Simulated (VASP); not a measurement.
# CdS (Greenockite) (P6_3mc) in VASP: settings compared, part 2 of 3

VASP 6.6.1. The steps go on from the part before.

### 3 Relaxation of cell and atoms, PBEsol+D3

Contents of INCAR:

```
SYSTEM = CdS
ALGO     = Normal         ! electronic algorithm
EDIFF    = 1E-6           ! SCF threshold, eV
EDIFFG   = -0.005         ! ionic threshold
ENCUT    = 600            ! plane-wave cutoff, eV
GGA      = PS             ! functional
IBRION   = 2              ! ionic algorithm
ISIF     = 3              ! what is computed and relaxed
ISMEAR   = -1             ! smearing method
IVDW     = 11             ! dispersion correction
LASPH    = .True.         ! aspherical terms in the spheres
LCHARG   = .False.        ! write CHGCAR
LREAL    = .False.        ! projectors in reciprocal space
LWAVE    = .False.        ! write WAVECAR
NELM     = 80             ! most SCF steps
NSW      = 40             ! ionic steps
PREC     = Accurate       ! precision mode
SIGMA    = 0.05           ! smearing width, eV
```

Contents of KPOINTS:

```
k-points
0
Gamma
  7 7 4
  0 0 0
```

Contents of POSCAR:

```
CdS
1.0
    4.1500000000      0.0000000000      0.0000000000
   -2.0750000000      3.5940054257      0.0000000000
    0.0000000000      0.0000000000      6.7370000000
Cd S
2 2
Direct
    0.6666666667      0.3333333333      0.5000000000
    0.3333333333      0.6666666667      0.0000000000
    0.6666666667      0.3333333333      0.8750000000
    0.3333333333      0.6666666667      0.3750000000
```

Potentials or basis: VASP PAW PBE potentials, release 64 (Cd, S).

Command:

```
> cat potpaw_PBE.64/Cd/POTCAR potpaw_PBE.64/S/POTCAR > POTCAR
> mpirun -np 1 vasp_std > vasp.out
```

OUTCAR:

```text
SYSTEM = CdS
   EDIFF = 1E-6
   EDIFFG = -0.005
   ENCUT = 600
   GGA = PS
   IBRION = 2
   ISIF = 3
   ISMEAR = -1
   IVDW = 11
   LASPH = .True.
   LREAL = .False.
   NELM = 80
   NSW = 40
   PREC = Accurate
 IVDW          = 11

 ion  position               nearest neighbor table
   1  0.667  0.333  0.500-   3 2.53   4 2.54   4 2.54   4 2.54
   2  0.333  0.667  0.000-   4 2.53   3 2.54   3 2.54   3 2.54
   3  0.667  0.333  0.875-   1 2.53   2 2.54   2 2.54   2 2.54
   4  0.333  0.667  0.375-   2 2.53   1 2.54   1 2.54   1 2.54

  LATTYP: Found a hexagonal cell.
 ALAT       =     4.1500000000
 C/A-ratio  =     1.6233734940

  Lattice vectors:

 A1 = (   4.1500000000,   0.0000000000,   0.0000000000)
 A2 = (  -2.0750000000,   3.5940054257,   0.0000000000)
 A3 = (   0.0000000000,   0.0000000000,   6.7370000000)

Analysis of symmetry for initial positions (statically):
=====================================================================
 Subroutine PRICEL returns:
 Original cell was already a primitive cell.

 Routine SETGRP: Setting up the symmetry group for a
 hexagonal supercell.

 Subroutine GETGRP returns: Found 12 space group operations
 (whereof  6 operations were pure point group operations)
 out of a pool of 24 trial point group operations.

The static configuration has the point symmetry C_3v.
 The point group associated with its full space group is C_6v.

Analysis of symmetry for dynamics (positions and initial velocities):
=====================================================================
 Subroutine PRICEL returns:
 Original cell was already a primitive cell.

 Routine SETGRP: Setting up the symmetry group for a
 hexagonal supercell.

 Subroutine GETGRP returns: Found 12 space group operations
 (whereof  6 operations were pure point group operations)
 out of a pool of 24 trial point group operations.

The dynamic configuration has the point symmetry C_3v.
 The point group associated with its full space group is C_6v.

 Subroutine INISYM returns: Found 12 space group operations
 (whereof  6 operations are pure point group operations),
 and found     1 'primitive' translations
[... 109 lines left out ...]
   NELECT =      36.0000    total number of electrons
   NUPDOWN=      -1.0000    fix difference up-down
   EMIN   =  10.00;   EMAX   =-10.00  energy-range for DOS
   EFERMI =   0.00;   METHOD = LEGACY
   ISMEAR =    -1;   SIGMA  =   0.05  broadening in eV -4-tet -1-fermi 0-gaus
   EFERMI_NEDOS =   21; number of points for ismear=-14 and -15
   IALGO  =     38    algorithm
   IMIX   =      4    mixing-type and parameters
     AMIX     =   0.40;   BMIX     =  1.00
     AMIX_MAG =   1.60;   BMIX_MAG =  1.00
  volume/ion in A,a.u.               =      25.12       169.52
  Fermi-wavevector in a.u.,A,eV,Ry     =   1.162727  2.197236 18.394190  1.351935
  Thomas-Fermi vector in A             =   2.299285
   LORBIT       =      0    0 simple, 1 ext, 2 COOP (PROOUT), +10 PAW based schemes
   GGA     = PS    functional components
   LHFCALC =     F    Hartree Fock is set to
   AEXX    =    0.0000 exact exchange contribution
   IVDW    =    11    specifies the selected vdW correction
   LEPSILON=     F    determine dielectric tensor
   LRPA    =     F    only Hartree local field effects (RPA)
 conjugate gradient relaxation of ions
 non-spin polarized calculation
  energy-cutoff  :      600.00
  volume of cell :      100.48
 maximum number of plane-waves:      3376
 NGX is ok and might be reduce to    36
   NGX = 17   NGY = 17   NGZ = 27

--------------------------------------- Ionic step        1  -------------------------------------------

 number of electron      36.0000008 magnetization

 Free energy of the ion-electron system (eV)
  ---------------------------------------------------
  ext. energy  EPLUGINS =         0.00000000
  ---------------------------------------------------
  free energy    TOTEN  =       -13.63038495 eV

  energy without entropy =      -13.63038438  energy(sigma->0) =      -13.63038466

------------------------ aborting loop because EDIFF is reached ----------------------------------------

 Edisp (eV)   -0.80769

 E8    (eV) :    -0.5049
[... 111 lines left out ...]
  FREE ENERGIE OF THE ION-ELECTRON SYSTEM (eV)
  ---------------------------------------------------
  free  energy   TOTEN  =       -14.4686960551 eV

  energy  without entropy=      -14.4686958104  energy(sigma->0) =      -14.46869593

[... ionic steps 4 to 13 ...]

--------------------------------------- Ionic step       14  -------------------------------------------

 number of electron      35.9999996 magnetization

------------------------ aborting loop because EDIFF is reached ----------------------------------------
[... 79 lines left out ...]
--------------------------------------- Ionic step       16  -------------------------------------------

 number of electron      35.9999996 magnetization

 Free energy of the ion-electron system (eV)
  ---------------------------------------------------
  ext. energy  EPLUGINS =         0.00000000
  ---------------------------------------------------
  free energy    TOTEN  =       -13.61774890 eV

  energy without entropy =      -13.61774867  energy(sigma->0) =      -13.61774879

 E-fermi :   2.0438     XC(G=0):  -9.4951

 val. band max:        1.4377974055   @ k =   0.0000   0.0000   0.0000
 cond. band min:       2.5919041363   @ k =   0.0000   0.0000   0.0000
 fundamental gap:      1.1541067308
 Fermi energy:         2.0437718398

 k-point     1 :       0.0000    0.0000    0.0000
  band No.  band energies     occupation
      1     -11.1147      2.00000
      2     -10.6411      2.00000
      3      -6.3653      2.00000
      4      -6.3639      2.00000
      5      -6.3639      2.00000
      6      -6.2734      2.00000
[... 624 lines left out ...]
  FREE ENERGIE OF THE ION-ELECTRON SYSTEM (eV)
  ---------------------------------------------------
  free  energy   TOTEN  =       -14.4691232437 eV

  energy  without entropy=      -14.4691230146  energy(sigma->0) =      -14.46912313

 reached required accuracy - stopping structural energy minimisation
```

CONTCAR:

```text
CdS
   1.00000000000000
     4.0980595464913270    0.0000000000000000    0.0000000000000000
    -2.0490297732456635    3.5490236734776088   -0.0000000000000000
    -0.0000000000000000    0.0000000000000000    6.6442533584742804
  Cd              S
     2     2
Direct
     0.6666666667000030    0.3333333332999970    0.4986638727690211
     0.3333333332999970    0.6666666667000030    0.9986638727690212
     0.6666666667000030    0.3333333332999970    0.8763361272309788
     0.3333333332999970    0.6666666667000030    0.3763361272309789

  0.00000000E+00  0.00000000E+00  0.00000000E+00
  0.00000000E+00  0.00000000E+00  0.00000000E+00
  0.00000000E+00  0.00000000E+00  0.00000000E+00
  0.00000000E+00  0.00000000E+00  0.00000000E+00
```

Run time: 2.8 min. Hardware: 1 thread of Intel Xeon 6975P-C (Granite Rapids), shared host; peak memory 0.3 GiB.

What came out:

```yaml
Free_energy: -14.4691 eV
Relaxed_volume: 24.16 Å³/atom
Relaxed_cell: a = 4.098 Å, b = 4.098 Å, c = 6.644 Å, α = 90.00°, β = 90.00°, γ = 120.00°
Space_group_after_relaxing_to_0.05_Å: P6_3mc (No. 186)
Energy_gained_by_relaxing: 7.8 meV/atom
Ionic_steps: 16
Pressure_after_relaxing: 0.0 GPa
Band_gap_on_the_k_mesh: 1.15 eV, direct
Dispersion_energy_per_atom: -0.213 eV
```

Step by step:
```tsv
step	energy change (eV)	largest force (eV/Å)	pressure (GPa)	volume (Å³)
1	0.0000	0.0772	-2.44	100.48
2	-0.0248	0.0106	1.22	95.02
3	-0.0306	0.0344	-0.01	96.65
4	-0.0306	0.0331	0.01	96.57
5	-0.0306	0.0321	0.06	96.49
6	-0.0307	0.0123	0.10	96.51
7	-0.0307	0.0030	0.09	96.52
8	-0.0309	0.0016	0.00	96.65
9	-0.0309	0.0001	-0.08	96.77
10	-0.0310	0.0073	-0.03	96.73
11	-0.0310	0.0106	-0.03	96.71
12	-0.0310	0.0171	0.00	96.68
13	-0.0310	0.0126	-0.05	96.70
14	-0.0310	0.0063	0.04	96.60
15	-0.0310	0.0077	0.03	96.61
16	-0.0311	0.0009	0.01	96.63
```

Final structure:
```
CELL_PARAMETERS angstrom
4.09806 0.00000 0.00000
-2.04903 3.54902 0.00000
0.00000 0.00000 6.64425
ATOMIC_POSITIONS crystal
Cd 0.66667 0.33333 0.49866
Cd 0.33333 0.66667 0.99866
S 0.66667 0.33333 0.87634
S 0.33333 0.66667 0.37634
```

Caveat: the PAW data sets were made with another functional, which shifts forces and pressure a little.

### 4 Relaxation of cell and atoms, PBEsol+D3(BJ)

Contents of INCAR:

```
SYSTEM = CdS
PREC     = Accurate       ! precision mode
ENCUT    = 600            ! plane-wave cutoff, eV
EDIFF    = 1E-6           ! SCF threshold, eV
ISMEAR   = -1             ! smearing method
SIGMA    = 0.05           ! smearing width, eV
LREAL    = .False.        ! projectors in reciprocal space
LASPH    = .True.         ! aspherical terms in the spheres
NELM     = 80             ! most SCF steps
ALGO     = Normal         ! electronic algorithm
ISIF     = 3              ! what is computed and relaxed
LWAVE    = .False.        ! write WAVECAR
LCHARG   = .False.        ! write CHGCAR
GGA      = PS             ! functional
IVDW     = 12             ! dispersion correction
IBRION   = 2              ! ionic algorithm
NSW      = 60             ! ionic steps
EDIFFG   = -0.01          ! ionic threshold
```

Contents of KPOINTS:

```
regular mesh
0
Gamma
  7 7 4
  0 0 0
```

POSCAR is that of step 3.

Potentials or basis: VASP PAW PBE potentials, release 64 (Cd, S).

Command:

```
> cat potpaw_PBE.64/Cd/POTCAR potpaw_PBE.64/S/POTCAR > POTCAR
> mpirun -np 1 vasp_std > vasp.out
```

OUTCAR:

```text
SYSTEM = CdS
   PREC = Accurate
   ENCUT = 600
   EDIFF = 1E-6
   ISMEAR = -1
   LREAL = .False.
   LASPH = .True.
   NELM = 80
   ISIF = 3
   GGA = PS
   IVDW = 12
   IBRION = 2
   NSW = 60
   EDIFFG = -0.01
 IVDW          = 12

 ion  position               nearest neighbor table
   1  0.667  0.333  0.500-   3 2.53   4 2.54   4 2.54   4 2.54
   2  0.333  0.667  0.000-   4 2.53   3 2.54   3 2.54   3 2.54
   3  0.667  0.333  0.875-   1 2.53   2 2.54   2 2.54   2 2.54
   4  0.333  0.667  0.375-   2 2.53   1 2.54   1 2.54   1 2.54

  LATTYP: Found a hexagonal cell.
 ALAT       =     4.1500000000
 C/A-ratio  =     1.6233734940

  Lattice vectors:

 A1 = (   4.1500000000,   0.0000000000,   0.0000000000)
 A2 = (  -2.0750000000,   3.5940054257,   0.0000000000)
 A3 = (   0.0000000000,   0.0000000000,   6.7370000000)

Analysis of symmetry for initial positions (statically):
=====================================================================
 Subroutine PRICEL returns:
 Original cell was already a primitive cell.

 Routine SETGRP: Setting up the symmetry group for a
 hexagonal supercell.

 Subroutine GETGRP returns: Found 12 space group operations
 (whereof  6 operations were pure point group operations)
 out of a pool of 24 trial point group operations.

The static configuration has the point symmetry C_3v.
 The point group associated with its full space group is C_6v.

[... 141 lines left out ...]
   GGA     = PS    functional components
   LHFCALC =     F    Hartree Fock is set to
   AEXX    =    0.0000 exact exchange contribution
   IVDW    =    12    specifies the selected vdW correction
   LEPSILON=     F    determine dielectric tensor
   LRPA    =     F    only Hartree local field effects (RPA)
 conjugate gradient relaxation of ions
 non-spin polarized calculation
  energy-cutoff  :      600.00
  volume of cell :      100.48
 maximum number of plane-waves:      3376
 NGX is ok and might be reduce to    36
   NGX = 17   NGY = 17   NGZ = 27

--------------------------------------- Ionic step        1  -------------------------------------------

 number of electron      36.0000008 magnetization

 Free energy of the ion-electron system (eV)
  ---------------------------------------------------
  ext. energy  EPLUGINS =         0.00000000
  ---------------------------------------------------
  free energy    TOTEN  =       -13.63038495 eV

  energy without entropy =      -13.63038438  energy(sigma->0) =      -13.63038466

------------------------ aborting loop because EDIFF is reached ----------------------------------------

 Edisp (eV)   -1.07249

 E8    (eV) :    -0.6780
[... 327 lines left out ...]
--------------------------------------- Ionic step        9  -------------------------------------------

 number of electron      35.9999997 magnetization

 Free energy of the ion-electron system (eV)
  ---------------------------------------------------
  ext. energy  EPLUGINS =         0.00000000
  ---------------------------------------------------
  free energy    TOTEN  =       -13.61759686 eV

  energy without entropy =      -13.61759662  energy(sigma->0) =      -13.61759674

 E-fermi :   2.0468     XC(G=0):  -9.4969

 val. band max:        1.4475103977   @ k =   0.0000   0.0000   0.0000
 cond. band min:       2.5909622818   @ k =   0.0000   0.0000   0.0000
 fundamental gap:      1.1434518841
 Fermi energy:         2.0468202722

 k-point     1 :       0.0000    0.0000    0.0000
  band No.  band energies     occupation
      1     -11.1140      2.00000
      2     -10.6430      2.00000
      3      -6.3699      2.00000
      4      -6.3604      2.00000
      5      -6.3604      2.00000
      6      -6.2687      2.00000
[... 624 lines left out ...]
  FREE ENERGIE OF THE ION-ELECTRON SYSTEM (eV)
  ---------------------------------------------------
  free  energy   TOTEN  =       -14.7335002342 eV

  energy  without entropy=      -14.7334999878  energy(sigma->0) =      -14.73350011

 reached required accuracy - stopping structural energy minimisation
```

CONTCAR:

```text
CdS
   1.00000000000000
     4.0900218551096215   -0.0000000000000000    0.0000000000000000
    -2.0450109275548107    3.5420628285533038   -0.0000000000000000
    -0.0000000000000000   -0.0000000000000000    6.6685790322813912
  Cd              S
     2     2
Direct
     0.6666666667000030    0.3333333332999970    0.4994866343375574
     0.3333333332999970    0.6666666667000030    0.9994866343375576
     0.6666666667000030    0.3333333332999970    0.8755133656624424
     0.3333333332999970    0.6666666667000030    0.3755133656624426

  0.00000000E+00  0.00000000E+00  0.00000000E+00
  0.00000000E+00  0.00000000E+00  0.00000000E+00
  0.00000000E+00  0.00000000E+00  0.00000000E+00
  0.00000000E+00  0.00000000E+00  0.00000000E+00
```

Run time: 1.7 min. Hardware: 1 thread of Intel Xeon 6975P-C (Granite Rapids), shared host; peak memory 0.3 GiB.

Results:

| Quantity | Value |
| --- | --- |
| Free energy | -14.7335 eV |
| Relaxed volume | 24.15 Å³/atom |
| Relaxed cell | a = 4.090 Å, b = 4.090 Å, c = 6.669 Å, α = 90.00°, β = 90.00°, γ = 120.00° |
| Space group after relaxing (to 0.05 Å) | P6_3mc (No. 186) |
| Energy gained by relaxing | 7.7 meV/atom |
| Ionic steps | 9 |
| Pressure after relaxing | 0.0 GPa |
| Largest force after relaxing | 0.003 eV/Å |
| Band gap on the k mesh | 1.14 eV, direct |
| Dispersion energy per atom | -0.279 eV |

Forces on the atoms (eV/Å):
```
Cd   0.000  0.000  0.003
Cd   0.000  0.000  0.003
S    0.000  0.000 -0.003
S    0.000  0.000 -0.003
```

Stress tensor (GPa, compression positive):
```
 0.02  0.00  0.00
 0.00  0.02  0.00
 0.00  0.00 -0.06
```

The path:
```tsv
step	energy change (eV)	largest force (eV/Å)	pressure (GPa)	volume (Å³)
1	0.0000	0.0661	-2.41	100.48
2	-0.0254	0.0061	1.13	95.08
3	-0.0306	0.0186	-0.01	96.62
4	-0.0306	0.0172	0.00	96.54
5	-0.0305	0.0161	0.06	96.47
6	-0.0306	0.0009	0.09	96.49
7	-0.0306	0.0014	0.08	96.48
8	-0.0306	0.0041	-0.01	96.63
9	-0.0306	0.0031	-0.01	96.61
```

Final structure:
```
Cd S
1.0
     4.09002    0.00000    0.00000
    -2.04501    3.54206    0.00000
     0.00000    0.00000    6.66858
Cd S
2 2
Direct
  0.66667 0.33333 0.49949
  0.33333 0.66667 0.99949
  0.66667 0.33333 0.87551
  0.33333 0.66667 0.37551
```

Caveat: the PAW data sets were made with another functional, which shifts forces and pressure a little.

### 5 Single point, PBE

Contents of INCAR:

```
SYSTEM = CdS
PREC     = Accurate       ! precision mode
ENCUT    = 520            ! plane-wave cutoff, eV
EDIFF    = 1E-6           ! SCF threshold, eV
ISMEAR   = 0              ! smearing method
SIGMA    = 0.017          ! smearing width, eV
LREAL    = .False.        ! projectors in reciprocal space
LASPH    = .True.         ! aspherical terms in the spheres
NELM     = 100            ! most SCF steps
ALGO     = Fast           ! electronic algorithm
ISIF     = 2              ! what is computed and relaxed
LWAVE    = .False.        ! write WAVECAR
LCHARG   = .False.        ! write CHGCAR
GGA      = PE             ! functional
```

Contents of KPOINTS:

```
Automatic mesh
0
Gamma
  7 7 4
  0 0 0
```

POSCAR is that of step 4.

Command:

```
> cat potpaw_PBE.64/Cd/POTCAR potpaw_PBE.64/S/POTCAR > POTCAR
> mpirun -np 1 vasp_std > vasp.out
```

It took 22 s on 1 thread of Intel Xeon 6975P-C (Granite Rapids), shared host; peak memory 0.23 GiB.

Results (log left out):

* Free energy: -12.2671 eV
* Pressure: 2.4 GPa
* Largest force: 0.069 eV/Å
* Band gap on the k mesh: 1.20 eV, direct

Forces on the atoms (eV/Å):
```
Cd   0.000  0.000 -0.069
Cd   0.000  0.000 -0.069
S    0.000  0.000  0.069
S    0.000  0.000  0.069
```

Stress tensor (GPa, compression positive):
```
2.20 0.00 0.00
0.00 2.20 0.00
0.00 0.00 2.85
```

Levels at points of the mesh, in eV from the valence-band top:
```
           k point  band 16  band 17  band 18  band 19  band 20  band 21
(0.00, 0.00, 0.00)    -0.04     0.00     0.00     1.20     2.79     6.47
(0.00, 0.00, 0.50)    -0.39    -0.39    -0.39     2.84     2.84     6.20
```

[end of part 2 of 3]
